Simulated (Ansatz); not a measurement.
Rutile GeO2 was calculated with r²SCAN (Ansatz, a program for electronic structure, plane waves, PAW).

Numerical settings: plane-wave cutoff 560 eV, 8×8×12 k mesh (along the axes of the cell as run), Fermi–Dirac smearing 0.01 eV, scalar-relativistic PAW data made under PBE.

Equation-of-state points:

```tsv
V (Å³/atom)	E − E_lowest (meV/atom)
8.933	12.41
9.119	2.95
9.305	0.00
9.491	2.72
9.677	10.36
```

**Question.** What bulk modulus B0 and pressure derivative B′ does a third-order Birch–Murnaghan fit give?

**Answer.** V0 = 9.305 Å³/atom, B0 = 244 GPa, B′ = 6.0 (fit to the energies at full precision).

Shape and atoms are relaxed at each volume.

Measured, for comparison: bulk modulus 251 GPa (room temperature, not corrected to a static lattice, from measured elastic constants; as tabulated in Sevik and Bulutay (2007), arXiv:cond-mat/0610176). Computed less measured: bulk modulus -2.8 %.

The computed numbers hold no vibrational or temperature effects.

Computing time: about 8 core-minutes (a rough figure).
